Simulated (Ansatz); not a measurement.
The system is Fe2Ge.

```
CELL_PARAMETERS angstrom
4.13287 0.00000 0.00000
-2.06643 3.57917 0.00000
0.00000 0.00000 5.00875
ATOMIC_POSITIONS crystal
Ge 0.33333 0.66667 0.75000
Ge 0.66667 0.33333 0.25000
Fe 0.33333 0.66667 0.25000
Fe 0.66667 0.33333 0.75000
Fe 0.00000 0.00000 0.50000
Fe 0.00000 0.00000 0.00000
```

The cell is a database's computed one.

Alike in all runs: program Ansatz 0.2.0; functional PBEsol; potentials or basis Ansatz PAW; cutoff 420 eV (not typed: the program's choice for these potentials); k mesh 6 × 6 × 5; occupations fermi-dirac, width 0.05 eV.

The same cell was started in several ways:

```tsv
start	free energy over the lowest (meV/atom)	net moment (μB)	site or absolute moments (μB)	gap
collinear spin, ferromagnetic start of up to 2.25 μB; fixed moment 9	0.0	9.00	Ge -0.05; Fe +1.94, +2.56	-
collinear spin, ferromagnetic start of up to 3.75 μB; fixed moment 15	929.9	15.00	Ge +0.28; Fe +3.25, +3.31	-
collinear spin, ferromagnetic start of up to 0.75 μB; fixed moment 3	41.7	3.00	Ge -0.01; Fe -0.62, +2.18	-
collinear spin, ferromagnetic start of up to 1.5 μB; fixed moment 6	3.3	6.00	Ge -0.05; Fe +0.83, +2.26	-
collinear spin, ferromagnetic start of up to 3 μB; fixed moment 12	263.0	12.00	Ge +0.08; Fe +2.72, +2.92	-
collinear spin, program default start; fixed moment 0	185.9	0.00	-	-
collinear spin, ferromagnetic start of up to 4.5 μB; fixed moment 18	2100.6	18.00	Ge +0.45; Fe +3.67, +3.74	-
collinear spin, ferromagnetic start of up to 6 μB; fixed moment 24	5754.3	24.00	Ge +0.76; Fe +4.37, +4.57	-
```

All polarised runs hold their moment fixed, so the table maps the energy against it. A still lower state may exist.

Caveats: the total moment is fixed, so each spin has its own Fermi level; the starting moments weren't kept (some runs).
